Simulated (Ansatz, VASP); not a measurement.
## Fe3Ge: VASP beside Ansatz

The input POSCAR:

```
Fe3Ge
1.0
    3.6605005200      0.0000000000      0.0000000000
    0.0000000000      3.6605005200      0.0000000000
    0.0000000000      0.0000000000      3.6605005200
Fe Ge
3 1
Direct
    0.0000000000      0.5000000000      0.5000000000
    0.5000000000      0.5000000000      0.0000000000
    0.5000000000      0.0000000000      0.5000000000
    0.0000000000      0.0000000000      0.0000000000
```

Contents of INCAR.step1:

```
PREC = Accurate
ENCUT = 520
ISMEAR = -1
SIGMA = 0.1
LREAL = False
LASPH = True
NELM = 150
ISPIN = 2
MAGMOM = 3.5 3.5 3.5 0
LMAXMIX = 4
NBANDS = 31
GGA = PE
ALGO = Normal
EDIFF = 1E-4
LWAVE = True
LCHARG = False
```

INCAR.step2

```
PREC = Accurate
ENCUT = 520
EDIFF = 1E-7
ISMEAR = -1
SIGMA = 0.1
LREAL = False
LASPH = True
NELM = 150
ALGO = Normal
ISIF = 2
LWAVE = False
LCHARG = True
ISPIN = 2
MAGMOM = 3.5 3.5 3.5 0
LORBIT = 11
LMAXMIX = 4
METAGGA = R2SCAN
LMIXTAU = True
LELF = True
LVHAR = True
NBANDS = 31
ISTART = 1
```

File KPOINTS:

```
Automatic mesh
0
Gamma
  4 4 4
```

Input for Ansatz:

```yaml
crystal:
  lattice:
    - [3.66050052, 0.0, 0.0]
    - [0.0, 3.66050052, 0.0]
    - [0.0, 0.0, 3.66050052]
  atoms:
    - { symbol: Fe, position: [0.0, 0.5, 0.5] }
    - { symbol: Fe, position: [0.5, 0.5, 0.0] }
    - { symbol: Fe, position: [0.5, 0.0, 0.5] }
    - { symbol: Ge, position: [0.0, 0.0, 0.0] }
accuracy: low
kpoints:
  mp_grid:
    grid: [4, 4, 4]
    shift: [0.0, 0.0, 0.0]
hamiltonian:
  xc: r2scan
magnetization:
  spin_polarized: true
  per_species:
    Fe: 3.5
scf:
  occupations:
    method: fermi_dirac
    width: 0.1
  convergence:
    dr2_threshold: 0.0001
output:
  eigenvalues: true
```

The cell comes from a database or a generator and needn't be the stable form of this composition.

Alike in both runs: task single point; functional r2SCAN; k mesh 4 × 4 × 4; occupations fermi-dirac, width 0.1 eV; collinear spin.

|  | VASP | Ansatz |
| --- | --- | --- |
| version | VASP 6.6.1 | Ansatz 0.2.0 |
| potentials or method | VASP PAW PBE potentials, release 64 (Fe, Ge_d) | plane waves, PAW |
| plane-wave cutoff (eV) | 520 | 500 |
| valence electrons in the cell | 38 | 62 |

```tsv
	VASP	Ansatz	Ansatz less VASP
gap on the k mesh at the Fermi level (eV)	none	none	-
net moment per atom (μB)	1.94	1.94	+0.002
size of the moment on the site where the two differ most (μB)	2.69	2.73	+0.037
```

Site moments also hang on the region over which each program counts them. A gap of «none» marks a metal or a gap that the smearing closes. The two sets of potentials don't hold the same shells in valence. Ansatz warned: «published_levels_not_confirmed».

Caveats: the k mesh is coarse (spacing up to 0.43 Å⁻¹), so the values aren't converged.
